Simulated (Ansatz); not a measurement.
How far is this CdSe from the hull?

Computed with DFT PBE, scalar-relativistic, plane waves, PAW (Ansatz). Settings: cutoff 420 eV, Γ-centred meshes spaced at most about 0.3 Å⁻¹ (2π included), Gaussian smearing. No spin polarisation.

Energies over the elements count from the elements' standard structures at the same level, with no fitted energy shifts.

Temperature and zero-point effects are left out. No dispersion correction is applied, so the spacing and binding between layers, chains or molecules are poorly described (Cmcm), and this can change margins and order among such cells. The reference form of Se is held partly by dispersion forces, which this level lacks.

The competitors are the elements and 2 reference phases of this chemical system (from databases or known types: CdSe, CdSe2), relaxed at the same level; other known phases may be missing.

The candidate was reached from: PbSe type (Cmcm).

```xyz
4
Lattice="1.9702 -7.3792 0.0000 1.9702 7.3792 0.0000 0.0000 0.0000 3.9521" Properties=species:S:1:pos:R:3 pbc="T T T"
Cd    1.9702   -2.5470    2.9641
Cd    1.9702    2.5470    0.9880
Se    1.9702   -5.3185    2.9641
Se    1.9702    5.3185    0.9880
```

Task: Is it stable, and against what?

Result: Not the lowest form: another structure of the same formula lies lower. Its formation energy is -0.421 eV/atom. The lowest competing phase at this composition is this:

| phase | space group | source | share of atoms | ΔE_f (eV/atom) |
| --- | --- | --- | --- | --- |
| CdSe | F-43m (No. 216) | Materials Project | 1.0000 | -0.633 |

The candidate lies 0.21 eV/atom above this phase. The candidate matches no cell in the subsets of the Crystallography Open Database and the Materials Project at hand. A phase this far over the hull is unlikely to be made. The Crystallography Open Database lists this formula in another space group (No. 186).
